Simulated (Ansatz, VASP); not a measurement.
# Two plane-wave programs on Al

The input INCAR:

```
SYSTEM = Al
  PREC = Accurate
  ENCUT = 520
  EDIFF = 1E-7
  ISMEAR = 0
  SIGMA = 0.1
  LREAL = .FALSE.
  LASPH = .TRUE.
  NELM = 80
  ALGO = Fast
  ISIF = 2
  LWAVE = .FALSE.
  LCHARG = .FALSE.
  GGA = PE
  IVDW = 12
  NBANDS = 8
```

KPOINTS

```
Automatic mesh
0
G
  18 18 18
  0 0 0
```

POSCAR

```
Al
1.0
    0.0000000000      2.0110841355      2.0110841355
    2.0110841355      0.0000000000      2.0110841355
    2.0110841355      2.0110841355      0.0000000000
Al
1
Direct
    0.0000000000      0.0000000000      0.0000000000
```

Input for Ansatz:

```yaml
crystal:
  lattice:
    - [0.0, 2.0110841355, 2.0110841355]
    - [2.0110841355, 0.0, 2.0110841355]
    - [2.0110841355, 2.0110841355, 0.0]
  atoms:
    - { symbol: Al, position: [0.0, 0.0, 0.0] }
basis:
  ecutwfc: 420
kpoints:
  mp_grid: { grid: [18, 18, 18] }
hamiltonian:
  xc: pbe
  dispersion: d3bj
scf:
  occupations: { method: gaussian, width: 0.1 }
output:
  forces: true
  stress: true
  eigenvalues: true
```

Alike in both runs: task single point; functional PBE; dispersion D3(BJ); k mesh 18 × 18 × 18; occupations gaussian, width 0.1 eV; no spin polarisation.

|  | VASP | Ansatz |
| --- | --- | --- |
| version | VASP 6.6.1 | Ansatz 0.2.0 |
| potentials or method | VASP PAW PBE potentials, release 64 (Al) | scalar-relativistic, plane waves, PAW |
| plane-wave cutoff (eV) | 520 | 420 |
| valence electrons in the cell | 3 | 3 |

|  | VASP | Ansatz | Ansatz less VASP |
| --- | --- | --- | --- |
| gap on the k mesh at the Fermi level (eV) | none | none | - |
| pressure (GPa) | -2.4 | -2.4 | +0.04 |

A gap of «none» marks a metal or a gap that the smearing closes.

Caveats: pairwise dispersion overbinds metals, which lowers pressure and volume.
